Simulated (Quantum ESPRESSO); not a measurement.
A run of Quantum ESPRESSO 7.5:

The input pw.in:

```
&CONTROL
  calculation = 'vc-relax'
  prefix = 'pwscf'
  outdir = './tmp'
  pseudo_dir = './pseudo'
  tprnfor = .true.
  tstress = .true.
  disk_io = 'low'
  nstep = 40
  forc_conv_thr = 0.0004
  etot_conv_thr = 1d-05
/
&SYSTEM
  ibrav = 0
  nat = 1
  ntyp = 1
  ecutwfc = 118
  nbnd = 17
  occupations = 'smearing'
  smearing = 'fd'
  degauss = 0.00367493
  nspin = 2
  starting_magnetization(1) = 0.1875
/
&ELECTRONS
  conv_thr = 2d-10
  electron_maxstep = 120
  mixing_beta = 0.3
/
&IONS
  ion_dynamics = 'bfgs'
/
&CELL
  cell_dynamics = 'bfgs'
  press = 0
  press_conv_thr = 0.3
/
ATOMIC_SPECIES
Fe    55.8450 Fe.upf
CELL_PARAMETERS angstrom
  -1.4430000000    1.4430000000    1.4430000000
   1.4430000000   -1.4430000000    1.4430000000
   1.4430000000    1.4430000000   -1.4430000000
ATOMIC_POSITIONS crystal
Fe     0.0000000000    0.0000000000    0.0000000000
K_POINTS automatic
13 13 13 0 0 0
```

Potentials or basis: PseudoDojo 0.4 SR PBEsol stringent.

The run is started by

```bash
$ OMP_NUM_THREADS=1 mpirun -n 2 pw.x -nk 2 -in pw.in > pw.out
```

Hardware: 2 MPI ranks on Arm Neoverse V2, on a shared host.

Problem. How long does it take, and how much memory?

Solution. Run time: 2.8 min on 2 MPI ranks on Arm Neoverse V2, on a shared host, peak memory 0.2 GiB a rank. Counts: scf iterations 60, k pools 2, bands 17, ion steps 5, k points 84, g dense 14027.
